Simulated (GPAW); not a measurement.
# Sb (P-1) in GPAW: single point with PBE

Aim: the single point of Sb with PBE.

Everything below comes from runs of GPAW 26.7.0. Logs are shortened: lines on timing, memory, paths and dates and some standing lists are left out, and cuts for length are marked. The log counts tension as positive stress, the text compression.

## 1. The cell of the first run

The typed cell holds 1 atom: a = 3.513 Å, b = 3.471 Å, c = 3.505 Å, α = 125.92°, β = 126.63°, γ = 78.80°.

This isn't the form of Sb at room conditions, which is rhombohedral.

## 2. Single point, PBE (cell strained at random at fixed volume)

File run.py:

```python
from ase.dft.bandgap import bandgap
from ase.io import read, write
from ase.units import GPa
from gpaw import GPAW, PW

atoms = read('Sb.xyz')

calc = GPAW(mode=PW(600),
            xc='PBE',
            kpts={'size': (12, 12, 12), 'gamma': True},
            occupations={'name': 'fermi-dirac', 'width': 0.05},
            nbands=15,
            convergence={'density': 1e-05, 'energy': 1e-05},
            maxiter=150,
            txt='gpaw.txt')
atoms.calc = calc
energy = atoms.get_potential_energy()
forces = atoms.get_forces()
stress = atoms.get_stress()
calc.write('gs.gpw')
write('result.traj', atoms)
print(f'Energy: {energy:.6f} eV')
print('Forces (eV/A):')
print(forces.round(4))
print('Stress (GPa):', (stress / GPa).round(3))
print('Fermi level:', round(calc.get_fermi_level(), 4), 'eV')
print(f'Gap: {bandgap(calc)[0]:.4f} eV, direct: {bandgap(calc, direct=True)[0]:.4f} eV')
```

File Sb.xyz:

```xyz
1
Lattice="-1.5775790000 1.5802120000 2.7118280000 1.5669920000 -1.5442780000 2.6847840000 1.6042890000 1.5709880000 -2.6909380000" Properties=species:S:1:pos:R:3 pbc="T T T"
Sb     0.0065968662      0.0475577584      0.0148865463
```

Potentials or basis: GPAW PAW data sets (gpaw-data 1.2.1), pw.

Run with:

```sh
$ OMP_NUM_THREADS=1 python run.py
```

gpaw.txt:

```text
__  _  _
 | _ |_)|_||  |
 |__||  | ||/\| - 26.7.0

Input parameters:
  mode=PW(ecut=600.0),
  convergence={'density': 1e-05, 'energy': 1e-05},
  kpts=MonkhorstPack(size=(12, 12, 12), gamma=True),
  maxiter=150,
  nbands=15,
  occupations=Occupations(name='fermi-dirac', width=0.05),
  xc=XC(name='PBE')

Diagonalizing LCAO Hamiltonian
Converting LCAO to pw mode

       Sb

Atoms  # Å, Bohr magnetons
|   | symbol |        x |        y |        z |    initial magnetic moments |
|---|--------|----------|----------|----------|-----------------------------|
| 0 |     Sb | 0.006597 | 0.047558 | 0.014887 | ( 0.0000,  0.0000,  0.0000) |

Unit cell  # Å
| periodic |         x |         y |         z |  lengths |     angles |
|----------|-----------|-----------|-----------|----------|------------|
|      yes | -1.577579 |  1.580212 |  2.711828 | 3.512810 | 125.920215 |
|      yes |  1.566992 | -1.544278 |  2.684784 | 3.471070 | 126.631525 |
|      yes |  1.604289 |  1.570988 | -2.690938 | 3.504696 |  78.800038 |

Number of symmetries: 1
Symmetry operations  # r_c * U_cc + t_c -> r_c
|   | kind |            matrix            |
|---|------|------------------------------|
| 0 |  E   |  1, 0, 0,  0, 1, 0,  0, 0, 1 |

BZ-sampling:
  Number of BZ points: 1728
  Number of IBZ points: 868

  Monkhorst-Pack size: [12, 12, 12]
  Monkhorst-Pack shift: [0.041666666666666664, 0.041666666666666664, 0.041666666666666664]

K-points  # in reciprocal-cell coordinates
|     |                                coordinates |     weight |
|-----|--------------------------------------------|------------|
|   0 | ( -0.00000000,  -0.00000000,  -0.00000000) | 0.00057870 |
|   1 | ( -0.00000000,  -0.00000000,   0.08333333) | 0.00115741 |
|   2 | ( -0.00000000,  -0.00000000,   0.16666667) | 0.00115741 |
|   3 | ( -0.00000000,  -0.00000000,   0.25000000) | 0.00115741 |
|   4 | ( -0.00000000,  -0.00000000,   0.33333333) | 0.00115741 |
|   5 | ( -0.00000000,  -0.00000000,   0.41666667) | 0.00115741 |
|   6 | ( -0.00000000,  -0.00000000,   0.50000000) | 0.00057870 |
|   7 | ( -0.00000000,   0.08333333,  -0.41666667) | 0.00115741 |
|   8 | ( -0.00000000,   0.08333333,  -0.33333333) | 0.00115741 |
|   9 | ( -0.00000000,   0.08333333,  -0.25000000) | 0.00115741 |
| ... |                                            |            |
| 867 | (  0.50000000,   0.50000000,   0.50000000) | 0.00057870 |

Plane wave coefficients: 918
Cutoff: 600.0 eV

Spin-components: 1 (collinear spins)
Bands:           15
Projectors:      6
Spin-degeneracy: 2
Datatype:        complex128

Parallelization:
  kpt:    1
  domain: 1
  band:   1

Density:
  Valence electrons: 15.0
  Components: 1
  Grid points: [20 20 20]
  Charge: 0.0  # |e|

Potential:
  Grid points: [20 20 20]

species:
  Sb:
    name:    Antimony
    Z:       51.0
    valence: 15
    core:    36
    charge:  0.0  # [|e|]
    compensation charges:
      type: gauss
      rc: 0.36  # [Å]
      lmax: 2
    cutoffs:
      filter: 2.23  # [Å]
      core: 2.23  # [Å]
    projectors
    | kind |    occ | energy [eV] | rcut [Å] |
    |------|--------|-------------|----------|
    |   5s |  2.000 |     -12.815 |    1.154 |
    |   5p |  3.000 |      -4.830 |    1.233 |
    |   4d | 10.000 |     -33.514 |    1.196 |
    |    s |        |      14.396 |    1.154 |
    |    p |        |      22.381 |    1.233 |
    |    d |        |      -6.303 |    1.196 |

    Using partial waves for Sb as LCAO basis

Reference energy: -176281.558248  # eV

eigensolver:
  PPCG
  Converge bands: occupied
  niter=2

density mixing:
  MSR1-Mixer
  Pratt-step length: 0.05
  Maximum mixing coefficient: 0.75
  Old densities: 10
  SVD Regularization: 0.005
  Good broyden scale: 1.0
  Trust region scale: 1.0
  Backstep threshold: 4.0
  History deletion threshold: 6.0
  Fourier metric: weight=20.0, sigma=0.015

occupation numbers:
  Fermi-Dirac:
    width: 0.0500  # eV

poisson solver:
  ecut: 4800.0  # eV

xc functional:
  name: PBE with 2 nearest neighbor stencil

convergence criteria:
- Maximum integral of absolute [dens]ity change: 1e-05 electrons / valence electron
- Maximum [total energy] change in last 3 cyles: 1e-05 eV / valence electron
- Maximum integral of absolute [eigenst]ate change: 4e-08 eV^2 / valence electron
maximum number of iterations: 150

SCF iterations
|iter     | |      energy | eigst |  dens |
|---------|-|-------------|-------|-------|
|iter:   1| |   -4.111606 | +0.22 |       |
|iter:   2| |   -4.113314 | -2.22 | -1.83 |
|iter:   3| |   -4.107874 | -2.69 | -1.85 |
|iter:   4| |   -4.108255 | -4.04 | -2.45 |
|iter:   5| |   -4.108324 | -5.15 | -2.99 |
|iter:   6| |   -4.108329c| -6.27 | -3.73 |
|iter:   7| |   -4.108329c| -7.76c| -4.59 |
|iter:   8| |   -4.108329c| -7.70c| -5.01c|

Converged in 8 steps
Energy contributions relative to reference atoms: (reference = -176281.558248)

Energy contributions:
  Kinetic:           0.262798
  Coulomb:          -0.614715
  Zero:              0.175382
  External:          0.000000
  Xc:               -3.929214
  Entropy:          -0.005162
  Spinorbit:         0.000000
  ----------------------------
  Free energy:      -4.110909
  Extrapolated:     -4.108329

dipole moment: (-5.742800, -5.367951, -9.554829)  # |e|*Ang

Fermi level: 8.125
Eigenvalues  # (at kpt = [-0.000, -0.000, -0.000])
| band index |      eig [eV] | occ [0-2] |
|------------|---------------|-----------|
|          0 |       -21.253 |     2.000 |
|          1 |       -21.221 |     2.000 |
|          2 |       -21.189 |     2.000 |
|          3 |       -21.186 |     2.000 |
|          4 |       -21.127 |     2.000 |
|          5 |        -4.797 |     2.000 |
|          6 |        12.815 |     0.000 |
|          7 |        13.456 |     0.000 |
|          8 |        13.632 |     0.000 |
|          9 |        18.030 |     0.000 |
|         10 |        18.817 |     0.000 |
|         11 |        19.295 |     0.000 |
|         12 |        19.415 |     0.000 |
|         13 |        19.511 |     0.000 |
|         14 |        19.816 |     0.000 |

No gap
No difference between direct/indirect transitions

Forces  # eV/Ang
|        x |        y |       z |
|----------|----------|---------|
| -0.00000 | -0.00000 | 0.00000 |  # Sb   0

Stress tensor  # eV/Ang^3
|         x |         y |         z |
|-----------|-----------|-----------|
| -0.007625 | -0.001364 | -0.000083 |
| -0.001364 | -0.012295 | -0.001463 |
| -0.000083 | -0.001463 | -0.005708 |

# Writing to gs.gpw (mode='')
```

stdout:

```text
Energy: -4.108329 eV
Forces (eV/A):
[[-0. -0.  0.]]
Stress (GPa): [-1.222 -1.97  -0.915 -0.234 -0.013 -0.218]
Fermi level: 8.1251 eV
Gap: 0.0000 eV, direct: 0.0000 eV
```

Wall time 1.8 min (1 thread of Intel Xeon at 2.60GHz (Ice Lake), shared host); peak memory 0.45 GiB.

What came out:

| Item | Value |
| --- | --- |
| Free energy | -4.1109 eV |
| Pressure | 1.4 GPa |
| Band gap on the k mesh | none (metal or under the smearing width) |

The run has no spin-orbit coupling, so splittings on Sb are missing.
